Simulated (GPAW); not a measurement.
The system is CdO (Monteponite).

```xyz
2
Lattice="0.0000 2.3495 2.3495 2.3495 0.0000 2.3495 2.3495 2.3495 0.0000" Properties=species:S:1:pos:R:3 pbc="T T T"
Cd    0.0000    0.0000    0.0000
O     2.3495    2.3495    2.3495
```

Base run:

```yaml
Program: GPAW 26.7.0
Functional: AM05
Potentials_or_basis: PAW data sets generated in the run's folder for this functional
Cutoff: 650 eV
Basis: pw
k_mesh: 8 × 8 × 8
Occupations: fermi-dirac, width 0.05 eV
Spin: no spin polarisation
```

Its results: pressure -2.4 GPa.

Task: The run is repeated on the same cell with these changes: cutoff from 650 eV to 800 eV; spin from no spin polarisation to spin-orbit coupling, no magnetisation. What comes out?

Result: Pressure -0.7 GPa.

Caveats: the cutoff is short for stress and forces, so pressures can be off by a GPa or more (some runs); spin-orbit coupling was added after a scalar SCF, so levels and gaps hold it while energy, forces, pressure and moments don't (some runs).
